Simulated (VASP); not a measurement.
Si2W: relaxation of cell and atoms with PBE

The system is Si2W.

```
Si W
1.0
    -1.61484    1.61484    3.93327
     1.61484   -1.61484    3.93327
     1.61484    1.61484   -3.93327
Si W
2 1
Direct
  0.33457 0.33457 0.00000
  0.66543 0.66543 0.00000
  0.00000 0.00000 0.00000
```

- Program: VASP 6.6.1
- Task: relaxation of cell and atoms
- Functional: PBE
- Potentials or basis: VASP PAW PBE potentials, release 64 (Si, W_sv)
- Cutoff: 520 eV
- k mesh: 18 × 18 × 18
- Occupations: methfessel-paxton, width 0.2 eV
- Spin: no spin polarisation
- Further INCAR settings: ALGO = Normal; EDIFF = 1e-07; IBRION = 2; EDIFFG = -0.002; NSW = 80; ISIF = 3

```
Pressure after relaxing : 0.0 GPa
Band gap on the k mesh  : none (metal or under the smearing width)
```

Final structure:
```yaml
crystal:
  lattice:
    - [-1.61484, 1.61484, 3.93327]
    - [1.61484, -1.61484, 3.93327]
    - [1.61484, 1.61484, -3.93327]
  atoms:
    - { symbol: Si, position: [0.33457, 0.33457, 0.00000] }
    - { symbol: Si, position: [0.66543, 0.66543, 0.00000] }
    - { symbol: W, position: [0.00000, 0.00000, 0.00000] }
```

Levels at points of the mesh, in eV from the Fermi level:
| k point | band 7 | band 8 | band 9 | band 10 | band 11 | band 12 | band 13 | band 14 | band 15 |
| --- | --- | --- | --- | --- | --- | --- | --- | --- | --- |
| (0.00, 0.00, 0.00) | -3.75 | -3.24 | -2.80 | -2.80 | 0.61 | 2.65 | 2.99 | 3.04 | 3.04 |
| (0.50, 0.00, 0.00) | -5.67 | -4.80 | -2.74 | -2.70 | -0.41 | 2.66 | 2.76 | 3.91 | 4.32 |
| (0.50, 0.50, 0.00) | -5.93 | -5.50 | -4.95 | -3.18 | -1.75 | 2.74 | 2.92 | 3.07 | 3.86 |
| (0.50, 0.50, 0.50) | -3.75 | -2.53 | -0.84 | -0.84 | -0.48 | -0.48 | 0.78 | 4.45 | 4.73 |

Run time: 47 s on 4 MPI ranks on Intel(R) Xeon(R) 6975P-C (Granite Rapids) (shared host), peak memory 0.43 GiB a rank.

Caveat: the relaxation stopped at its first step, so nothing moved. The run has no spin-orbit coupling, so splittings on W are missing.
